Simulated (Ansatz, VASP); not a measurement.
Pd in VASP and in Ansatz

Contents of INCAR:

```
ALGO = Fast
EDIFF = 1E-6
ENCUT = 520
GGA = PE
ISIF = 2
ISMEAR = 0
LASPH = T
LCHARG = T
LELF = T
LREAL = F
LVHAR = T
LWAVE = F
NBANDS = 11
NELM = 60
PREC = Accurate
SIGMA = 0.026000000000000002
```

The input KPOINTS:

```
k-points
0
Gamma
  12 12 12
```

The input POSCAR:

```
Pd
1.0
   -1.5722810000      1.5722810000      1.5722810000
    1.5722810000     -1.5722810000      1.5722810000
    1.5722810000      1.5722810000     -1.5722810000
Pd
1
Direct
    0.0000000000      0.0000000000      0.0000000000
```

input.yaml

```yaml
crystal:
  lattice:
    - [-1.572281, 1.572281, 1.572281]
    - [1.572281, -1.572281, 1.572281]
    - [1.572281, 1.572281, -1.572281]
  atoms:
    - { symbol: Pd, position: [0.0, 0.0, 0.0] }
hamiltonian:
  xc: pbe
  pseudopotentials: { kind: paw }
kpoints:
  mp_grid: { grid: [12, 12, 12] }
scf:
  occupations: { method: gaussian, width: 0.026 }
output:
  forces: true
  stress: true
  eigenvalues: true
```

This isn't the form of Pd at room conditions, which is fcc.

Alike in both runs: task single point; functional PBE; k mesh 12 × 12 × 12; occupations gaussian, width 0.026 eV; no spin polarisation.

```csv
,VASP,Ansatz
version,VASP 6.6.1,Ansatz 0.2.0
potentials or method,"VASP PAW PBE potentials, release 64 (Pd)",Ansatz PAW
plane-wave cutoff (eV),520,420
valence electrons in the cell,10,18
```

```tsv
	VASP	Ansatz	Ansatz less VASP
gap on the k mesh at the Fermi level (eV)	none	none	-
pressure (GPa)	-1.4	-1.2	+0.21
```

A gap of «none» marks a metal or a gap that the smearing closes. The two sets of potentials don't hold the same shells in valence.
